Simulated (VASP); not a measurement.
Write the native input for VASP 6.6.1 that does the following.

```
Task                   : single point
Functional             : PBE
Potentials or basis    : VASP PAW PBE potentials, release 64 (Eu, O)
Cutoff                 : 520 eV
k mesh                 : 6 × 6 × 6
Occupations            : gaussian, width 0.05 eV
Spin                   : collinear spin, ferromagnetic start
Starting moments       : [7.0, 0.0] μB
Hubbard terms          : Eu f U = 7 eV
Further INCAR settings : ALGO = Normal; EDIFF = 1e-06
```

The structure of EuO lies in POSCAR:

```
EuO
1.0
    0.0000000000      2.5719519700      2.5719519700
    2.5719519700      0.0000000000      2.5719519700
    2.5719519700      2.5719519700      0.0000000000
Eu O
1 1
Direct
    0.5000000000      0.5000000000      0.5000000000
    0.0000000000      0.0000000000      0.0000000000
```

The cell was built by a generator and isn't the measured one.

One way to write it, as run:

INCAR

```
  PREC = Accurate
  ENCUT = 520
  EDIFF = 1E-6
  ISMEAR = 0
  SIGMA = 0.05
  LREAL = F
  LASPH = T
  NELM = 100
  ALGO = Normal
  ISIF = 2
  LWAVE = F
  LCHARG = F
  ISPIN = 2
  MAGMOM = 7 0
  LORBIT = 11
  LMAXMIX = 6
  LDAU = T
  LDAUTYPE = 2
  LDAUL = 3 -1
  LDAUU = 7 0
  LDAUJ = 0 0
  LDAUPRINT = 1
  GGA = PE
```

KPOINTS

```
regular mesh
0
Gamma
  6 6 6
```

Potentials or basis: VASP PAW PBE potentials, release 64 (Eu, O).

Run with:

```sh
$ cat potpaw_PBE.64/Eu/POTCAR potpaw_PBE.64/O/POTCAR > POTCAR
$ mpirun -np 1 vasp_std > vasp.out
```

Results of the run:

| Property | Result |
| --- | --- |
| Pressure | 2.0 GPa |
| Band gap on the k mesh | 0.27 eV, indirect (least direct gap 0.45 eV) |
| Net moment | 7.00 μB per cell |
| Site moments | Eu +6.74; O -0.09 μB |
| Valence electrons inside the program's atomic spheres | Eu 14.97; O 4.96 |

Caveat: spin-orbit coupling is left out, which moves the levels of the heavy elements; a cell with one magnetic atom can't hold antiferromagnetic order, which such compounds often take.

Wall time 25 s on 1 thread of Intel(R) Xeon(R) Platinum 8488C (Sapphire Rapids), with other jobs on the host, peak memory 0.19 GiB.
